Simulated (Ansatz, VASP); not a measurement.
## Two plane-wave programs on Mg2Ge

```
Mg Ge
1.0
     0.00000    3.16235    3.16235
     3.16235    0.00000    3.16235
     3.16235    3.16235    0.00000
Mg Ge
2 1
Direct
  0.75000 0.75000 0.75000
  0.25000 0.25000 0.25000
  0.00000 0.00000 0.00000
```

Alike in both runs: functional PBE; dispersion D3(BJ); k mesh 10 × 10 × 10; occupations gaussian, width 0.01 eV; no spin polarisation.

Ansatz relaxed the structure, and its values are those at the end. VASP's run is a single point on that final structure, the one shown.

|  | VASP | Ansatz |
| --- | --- | --- |
| version | VASP 6.6.1 | Ansatz 0.2.0 |
| potentials or method | VASP PAW PBE potentials, release 64 (Mg, Ge_d) | scalar-relativistic, plane waves, PAW |
| plane-wave cutoff (eV) | 520 | 420 |
| valence electrons in the cell | 18 | 34 |

VASP gave:

| Quantity | Value |
| --- | --- |
| gap on the k mesh at the Fermi level (eV) | 0.12 |
| least direct gap on the mesh (eV) | 1.20 |
| pressure (GPa) | -0.2 |

**Question.** Estimate Ansatz's values.

**Answer.** gap on the k mesh at the Fermi level (eV): 0.12; least direct gap on the mesh (eV): 1.20; pressure (GPa): 0.0.

The functional is the same, so the differences come from potentials, cutoffs and numerics. The two sets of potentials don't hold the same shells in valence.

A k mesh can miss the band edges.
